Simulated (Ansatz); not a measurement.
The system is In.

```xyz
1
Lattice="-1.6255 1.6255 2.4737 1.6255 -1.6255 2.4737 1.6255 1.6255 -2.4737" Properties=species:S:1:pos:R:3 pbc="T T T"
In    0.0000    0.0000    0.0000
```

| Property | Result |
| --- | --- |
| Program | Ansatz 0.2.0 |
| Task | relaxation of cell and atoms |
| Functional | HSEsol |
| Potentials or basis | Ansatz PAW |
| Cutoff | 420 eV (not typed: the program's choice for these potentials) |
| k mesh | 6 × 6 × 6 |
| Occupations | fermi-dirac, width 0.05 eV |
| Spin | no spin polarisation |

At the start: volume 26.14 Å³/atom.

Q: How do energy, volume and symmetry change on relaxing?

A: It ends after 6 steps and the volume is 24.83 Å³/atom (-5.0 %); space group I4/mmm (No. 139, to 0.05 Å).

Step by step:
| step | energy change (eV) | largest force (eV/Å) | volume (Å³) |
| --- | --- | --- | --- |
| 1 | 0.0000 | 0.0000 | 26.14 |
| 2 | -0.0122 | 0.0000 | 25.11 |
| 3 | -0.0185 | 0.0000 | 24.83 |
| 4 | -0.0186 | 0.0000 | 24.81 |
| 5 | -0.0186 | 0.0000 | 24.83 |
| 6 | -0.0183 | 0.0000 | 24.83 |

Final structure:
```
In
1.0
    -1.62280    1.62280    2.35694
     1.62280   -1.62280    2.35694
     1.62280    1.62280   -2.35694
In
1
Direct
  0.00000 0.00000 0.00000
```

Caveat: the k mesh is coarse (spacing up to 0.46 Å⁻¹), so the values aren't converged, least of all with exact exchange; the plane-wave basis is chosen anew once the cell has moved, so the energies of steps on either side of that aren't comparable; the PAW data sets come from PBE, with cores solved anew for the run's functional, which leaves a small shift of forces and pressure.
